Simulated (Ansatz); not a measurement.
# Cu: the cost of one run

Computed with Ansatz 0.2.0 (DFT PBEsol, scalar-relativistic, plane waves, PAW, unless a step's input says otherwise).

2 further runs of the same task are left out: 2 set aside as unsound or not needed.

**1. The system as given**

Symmetry: Fm-3m, No. 225, cubic system. The conventional cell has a = 3.563 Å, b = 3.563 Å, c = 3.563 Å, α = 90.00°, β = 90.00°, γ = 90.00°. Around Cu (site symmetry m-3m) lie 12 Cu at 2.52 Å.

Coordinates:

```xyz
2
Lattice="1.7817 1.7817 0.0000 -1.7817 1.7817 0.0000 0.0000 0.0000 3.5634" Properties=species:S:1:pos:R:3 pbc="T T T"
Cu    0.0000    0.0000    0.0000
Cu    0.0000    1.7817    1.7817
```

It goes back to an entry of the Materials Project.

The unstrained cell comes from an earlier run at this level (2 atoms, E(σ→0) -13177.5460 eV, gap none (metal)).

**2. At -2.0 %**

Input file input.yaml:

```yaml
crystal:
  lattice:
    - [1.7460720655, 1.7460720655, 0.0]
    - [-1.7460720655, 1.7460720655, 0.0]
    - [0.0, 0.0, 3.606173327]
  atoms:
    - { symbol: Cu, position: [0.0, 0.0, 0.0] }
    - { symbol: Cu, position: [0.5, 0.5, 0.5] }
basis:
  ecutwfc: 420
kpoints:
  mp_grid: { grid: [20, 20, 14] }
hamiltonian:
  xc: pbesol
scf:
  occupations: { method: gaussian, width: 0.1 }
output:
  forces: true
  stress: true
  eigenvalues: true
relax:
  adjacent_minimum: "off"
  f_tol: 0.008
  max_steps: 40
  cell: { stress_tol: 0.015, fix: [a, b, gamma] }
```

Command:

```sh
ansatz run input.yaml --threads 1 --pin off --max-ram 2560MiB --backend cpu --events-out ev --progress --plain --runs-dir out
```

Q: Estimate wall time and peak memory on 1 thread of Intel Xeon Platinum 8259CL at 2.50GHz (Skylake/Cascade Lake), shared host.

About 2.1 min, with a peak of 0.58 GiB.
